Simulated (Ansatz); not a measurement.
input.yaml

```yaml
crystal:
  lattice:
    - [4.1188326217, 0.0, 0.0]
    - [-2.0594163109, 3.5670136844, 0.0]
    - [0.0, 0.0, 6.700546414]
  atoms:
    - { symbol: Ge, position: [0.66666667, 0.33333333, 0.058355367] }
    - { symbol: Ge, position: [0.33333333, 0.66666667, 0.558355367] }
    - { symbol: Ge, position: [0.66666667, 0.33333333, 0.441644633] }
    - { symbol: Ge, position: [0.33333333, 0.66666667, 0.941644633] }
basis:
  ecutwfc: 420
kpoints:
  mp_grid: { grid: [12, 12, 6] }
hamiltonian:
  xc: pbe
scf:
  occupations: { method: gaussian, width: 0.1 }
output:
  forces: true
  stress: true
  eigenvalues: true
```

Run as
```bash
ansatz run input.yaml --threads 1 --pin off --max-ram 1331MiB --backend cpu --events-out ev --progress --plain --runs-dir out
```

These are results of DFT PBE, scalar-relativistic, plane waves, PAW (Ansatz), not measurements.

Abridged output (final results; tables in files aren't shown):

```
SCF 1 converged in 8 iterations: F = -17179.823984 eV  dr2 = 5.33e-9
SCF converged after 8 iterations
Free energy (F): -17179.823984 eV
Harris-Foulkes:  -17179.823984 eV  (|F-HF|=4.26e-9)
Internal energy: -17179.823441 eV  (E = F + TS)
E sigma→0 (E₀):  -17179.823712 eV
Entropy (-TS):   -0.000544 eV (-0.136 meV/atom)
Fermi energy:    7.535026 eV
--- Per-component energies (eV) ---
  E_band       = -649.068196
  E_kinetic    = 442.004018
  E_local      = -10137.223053  (includes V_loc(G=0)·N_el)
  E_nonlocal   = 1672.048839
  E_hartree    = 4439.636417
  E_xc         = -300.414846
  E_vxc        = -255.888360  (∫ρ·V_xc dr)
  E_paw        = -8078.145957  (= ΣΔE_a)
  E_vpaw       = -1249.280400  (= ΣTr[D̂ρ^β])
  E_aug_tail   = 0.001110  (compensation charges beyond the density's cutoff)
  E_ewald      = -5217.729968
  E_smearing   = -0.000544  (= −TS)
--- Forces (eV/Å), atoms counted from 1 ---
  atom   1  Ge     0.00000000     0.00000000     0.41109068
  atom   2  Ge     0.00000000     0.00000000     0.41109068
  atom   3  Ge     0.00000000     0.00000000    -0.41109068
  atom   4  Ge     0.00000000     0.00000000    -0.41109068
--- Stress (GPa, compression-positive) ---
       -1.580717       0.000000       0.000000
        0.000000      -1.580717       0.000000
        0.000000       0.000000      -1.695599
  P = ⅓ Tr σ = -1.6190 GPa (-16.190 kbar)
--- Band table (eV; the first three rows and the last of 76) ---
  k-point 0: bands = ["-17.2141", "-17.2141", "-17.1889", "-17.1889", "-17.1851", "-17.1650", "-17.1650", "-17.1542", "-17.1262", "-17.1262", "-17.0281", "-17.0204", "-17.0204", "-16.9942", "-16.9931", "-16.9931", "-16.9825", "-16.9825", "-16.9610", "-16.9610", "-4.6660", "-2.8271", "0.5238", "6.0941", "6.0941", "6.9114", "6.9987", "7.5197", "7.5197", "7.7241", "9.8320", "9.8320", "10.1542", "11.8901"]
  k-point 1: bands = ["-17.2128", "-17.2128", "-17.1916", "-17.1916", "-17.1830", "-17.1617", "-17.1617", "-17.1563", "-17.1289", "-17.1289", "-17.0258", "-17.0184", "-17.0184", "-16.9964", "-16.9955", "-16.9955", "-16.9802", "-16.9802", "-16.9622", "-16.9622", "-4.5878", "-3.0506", "0.9040", "5.8536", "6.1621", "6.1621", "7.0887", "7.3713", "7.3713", "8.3527", "9.9826", "9.9826", "10.3011", "11.7168"]
  k-point 2: bands = ["-17.2092", "-17.2092", "-17.1974", "-17.1974", "-17.1775", "-17.1620", "-17.1542", "-17.1542", "-17.1358", "-17.1358", "-17.0195", "-17.0132", "-17.0132", "-17.0025", "-17.0005", "-17.0005", "-16.9755", "-16.9755", "-16.9655", "-16.9655", "-4.3571", "-3.5185", "1.8357", "4.4322", "6.3598", "6.3598", "7.0337", "7.0337", "7.3544", "8.2517", "10.3478", "10.3478", "11.3011", "11.3024"]
  k-point 75: bands = ["-17.2396", "-17.2396", "-17.2092", "-17.2092", "-17.1602", "-17.1602", "-17.1053", "-17.1053", "-17.0869", "-17.0869", "-17.0710", "-17.0710", "-17.0440", "-17.0440", "-17.0163", "-17.0163", "-16.9585", "-16.9585", "-16.9306", "-16.9306", "-1.7809", "-1.7809", "-0.4321", "-0.4321", "3.6126", "3.6126", "5.8577", "5.8577", "8.8177", "8.8177", "11.8910", "11.8910", "12.8602", "12.8602"]
```

The calculation finished and met its thresholds.